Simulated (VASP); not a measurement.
**VASP 6.6.1 run: BaS**

INCAR

```
EDIFFG = 1E-5
NELM = 63
LWAVE = .FALSE.
PREC = Accurate
GGA = PE
NBANDS = 15
SIGMA = 0.02
ENCUT = 250
LASPH = .TRUE.
IBRION = 2
NSW = 40
LCHARG = .FALSE.
PSTRESS = 500
EDIFF = 1E-7
ISMEAR = -1
LREAL = .FALSE.
ISIF = 3
```

KPOINTS

```
KPOINTS created by Atomic Simulation Environment
0
Gamma
6 6 6
0 0 0
```

POSCAR

```
Ba S
 1.0000000000000000
     0.0000000000000000    3.2612530000000000    3.2612530000000000
     3.2612530000000000    0.0000000000000000    3.2612530000000000
     3.2612530000000000    3.2612530000000000    0.0000000000000000
 Ba  S
   1   1
Cartesian
  0.0000000000000000  0.0000000000000000  0.0000000000000000
  3.2612530000000000  3.2612530000000000  3.2612530000000000
```

The recommended PBE PAW datasets give the neutral cell 16 valence electrons.

Command

```
mpirun -np 1 vasp_std
```

OSZICAR

```
N       E                     dE             d eps       ncg     rms          rms(c)
DAV:   1     0.533658456243E+02    0.53366E+02   -0.45676E+03   480   0.516E+02
DAV:   2    -0.801296647383E+01   -0.61379E+02   -0.56946E+02   685   0.133E+02
DAV:   3    -0.106454175106E+02   -0.26325E+01   -0.26189E+01   587   0.283E+01
DAV:   4    -0.106823007822E+02   -0.36883E-01   -0.36877E-01   642   0.366E+00
DAV:   5    -0.106833562339E+02   -0.10555E-02   -0.10554E-02   624   0.519E-01    0.488E+00
DAV:   6    -0.101624276137E+02    0.52093E+00   -0.70655E-01   550   0.497E+00    0.337E+00
DAV:   7    -0.101676697302E+02   -0.52421E-02   -0.18722E-01   607   0.225E+00    0.221E+00
DAV:   8    -0.101816786512E+02   -0.14009E-01   -0.23673E-02   508   0.927E-01    0.196E-01
DAV:   9    -0.101823307491E+02   -0.65210E-03   -0.31912E-03   634   0.360E-01    0.179E-01
DAV:  10    -0.101832829791E+02   -0.95223E-03   -0.10728E-03   515   0.172E-01    0.352E-02
...
DAV:   1    -0.769969480541E+01    0.16569E+00   -0.30981E-01   592   0.405E+00    0.103E+00
DAV:   2    -0.769006615473E+01    0.96287E-02   -0.16992E-02   557   0.932E-01    0.368E-01
DAV:   3    -0.768741621265E+01    0.26499E-02   -0.64399E-03   690   0.544E-01    0.117E-01
DAV:   4    -0.768746361143E+01   -0.47399E-04   -0.28620E-04   692   0.111E-01    0.932E-02
DAV:   5    -0.768754222504E+01   -0.78614E-04   -0.10618E-04   747   0.567E-02    0.224E-02
DAV:   6    -0.768754936586E+01   -0.71408E-05   -0.44514E-06   656   0.123E-02    0.589E-03
DAV:   7    -0.768755004549E+01   -0.67962E-06   -0.46490E-07   615   0.410E-03    0.365E-03
DAV:   8    -0.768755042596E+01   -0.38048E-06   -0.44276E-08   415   0.186E-03    0.979E-04
DAV:   9    -0.768755040206E+01    0.23900E-07   -0.88692E-09   261   0.602E-04
   7 F= 0.57306644E+01 E0= 0.57308250E+01  d E =-.573516E+01
```

Standard output (part)

```
POSCAR found type information on POSCAR BaS
 POSCAR found :  2 types and       2 ions
 LDA part: xc-table for (Slater+PW92), standard interpolation
 POSCAR, INCAR and KPOINTS ok, starting setup
 WAVECAR not read
 entering main loop
 curvature:   0.00 expect dE= 0.000E+00 dE for cont linesearch  0.000E+00
 search vector abs. value=  0.363E+02
 bond charge predicted
 trial-energy change:  225.979185  1 .order  379.276846  -36.295980  794.849672
 bond charge predicted
 curvature:  -0.02 expect dE=-0.605E+00 dE for cont linesearch -0.605E+00
 ZBRENT: interpolating
 opt :   0.0804  next Energy=     9.381105 (dE=-0.208E+01)
 bond charge predicted
 curvature:  -0.02 expect dE=-0.441E+00 dE for cont linesearch -0.441E+00
 ZBRENT: interpolating
 opt :   0.3193  next Energy=     5.426726 (dE=-0.604E+01)
 bond charge predicted
 curvature:  -0.16 expect dE=-0.285E+00 dE for cont linesearch -0.285E+00
 ZBRENT: interpolating
 opt :   0.2657  next Energy=     5.738886 (dE=-0.573E+01)
 bond charge predicted
 curvature:  -0.12 expect dE=-0.504E-02 dE for cont linesearch -0.504E-02
 ZBRENT: interpolating
 opt :   0.2728  next Energy=     5.731271 (dE=-0.573E+01)
 bond charge predicted
 curvature:  -0.11 expect dE=-0.168E-05 dE for cont linesearch -0.168E-05
 search vector abs. value=  0.159E-04
 reached required accuracy - stopping structural energy minimisation
```

From OUTCAR

```
k-points           NKPTS =     16   k-points in BZ     NKDIM =     16   number of bands    NBANDS=     15

   NELECT =      16.0000    total number of electrons

   dimension x,y,z NGX =    24 NGY =   24 NGZ =   24
   dimension x,y,z NGXF=    48 NGYF=   48 NGZF=   48

  energy-cutoff  :      250.00
  volume of cell :       43.00
      direct lattice vectors                 reciprocal lattice vectors
     0.000000000  2.780578163  2.780578163    -0.179818718  0.179818718  0.179818718
     2.780578163  0.000000000  2.780578163     0.179818718 -0.179818718  0.179818718
     2.780578163  2.780578163  0.000000000     0.179818718  0.179818718 -0.179818718

 k-points in reciprocal lattice and weights: KPOINTS created by Atomic Simulation Env
   0.00000000  0.00000000  0.00000000       0.005
   0.16666667  0.00000000  0.00000000       0.037
   0.33333333  0.00000000  0.00000000       0.037
   0.50000000  0.00000000  0.00000000       0.019
   0.16666667  0.16666667  0.00000000       0.028
   0.33333333  0.16666667  0.00000000       0.111
   0.50000000  0.16666667  0.00000000       0.111
  -0.33333333  0.16666667  0.00000000       0.111
   ...

 E-fermi :   5.0494

 k-point     1 :       0.0000    0.0000    0.0000
  band No.  band energies     occupation
      1     -21.0449      2.00000
      2      -6.7215      2.00000
      3      -5.8147      2.00000
      4      -5.8147      2.00000
      5      -5.8147      2.00000
      6       4.3075      2.00000
      7       4.3075      2.00000
      8       4.3075      2.00000
      9       7.7272      0.00000
     10       7.7272      0.00000
     11       7.7272      0.00000
     12       9.1876      0.00000
     13       9.1876      0.00000
     14      10.3662      0.00000
     15      13.3753      0.00000

 k-point     2 :       0.1667    0.0000    0.0000
  band No.  band energies     occupation
      1     -20.9671      2.00000
      2      -7.9225      2.00000
      3      -5.8393      2.00000
      4      -5.8393      2.00000
      5      -4.6582      2.00000
      6       3.3386      2.00000
      7       3.5004      2.00000
      8       3.5004      2.00000
      9       7.9646      0.00000
     10       8.3736      0.00000
     11       8.3736      0.00000
     12      10.6896      0.00000
     13      10.6896      0.00000
     14      11.5839      0.00000
     15      15.0280      0.00000

 k-point     3 :       0.3333    0.0000    0.0000
  band No.  band energies     occupation
      1     -20.8042      2.00000
      2      -9.1124      2.00000
      3      -5.8845      2.00000
      4      -5.8845      2.00000
      5      -3.5305      2.00000
      6       1.9040      2.00000
      7       2.4432      2.00000
      8       2.4432      2.00000
      9       9.0520      0.00000
     10      10.1482      0.00000
     11      10.1482      0.00000
     12      13.0165      0.00000
     13      13.8025      0.00000
     14      13.8025      0.00000
     15      17.2556      0.00000

 ...

  Total       13.4330285     13.4330285     13.4330285      0.0000000      0.0000000     -0.0000000
  in kB      500.5519980    500.5519980    500.5519980      0.0000000      0.0000000     -0.0000000
  external PRESSURE =       0.5519980 kB  Pullay stress =     500.0000000 kB

 POSITION                                       TOTAL-FORCE (eV/Angst)
 -----------------------------------------------------------------------------------
      0.00000      0.00000      0.00000        -0.000000     -0.000000     -0.000000
      2.78058      2.78058      2.78058         0.000000      0.000000      0.000000
 -----------------------------------------------------------------------------------
    total drift:                                0.000000     -0.000000     -0.000000

  FREE ENERGIE OF THE ION-ELECTRON SYSTEM (eV)
  ---------------------------------------------------
  free  energy   TOTEN  =        -7.6875504021 eV

  energy  without entropy=       -7.6872292576  energy(sigma->0) =       -7.68738983
```

```
ionic step  ΔH (meV/atom)  volume (Å³)  largest force (eV/Å)  pressure (GPa)  electronic steps
         1            0.0        69.37                 0.000           -1.72                14
         2       112989.6         6.74                 0.000        11703.77                18
         3         -751.6        64.58                 0.000            1.46                14
         4        -1314.7        60.72                 0.000            5.05                10
         5        -2756.4        39.31                 0.000           70.09                12
         6        -2865.1        43.58                 0.000           47.22                11
         7        -2867.6        43.00                 0.000           50.06                 9
```

It converged. Results: relaxed cell vector lengths 3.932, 3.932, 3.932 Å; relaxed cell volume 43.00 Å³.

 The volume moved far on the plane waves of the start cell, so a restart from CONTCAR is due.

For comparison, a separate PBE relaxation on usual settings, not on those above, ends at 67.30 Å³.

The run above took about 19 s on one core of a shared host (Intel Xeon 6975P-C) and held 0.16 GiB at most.
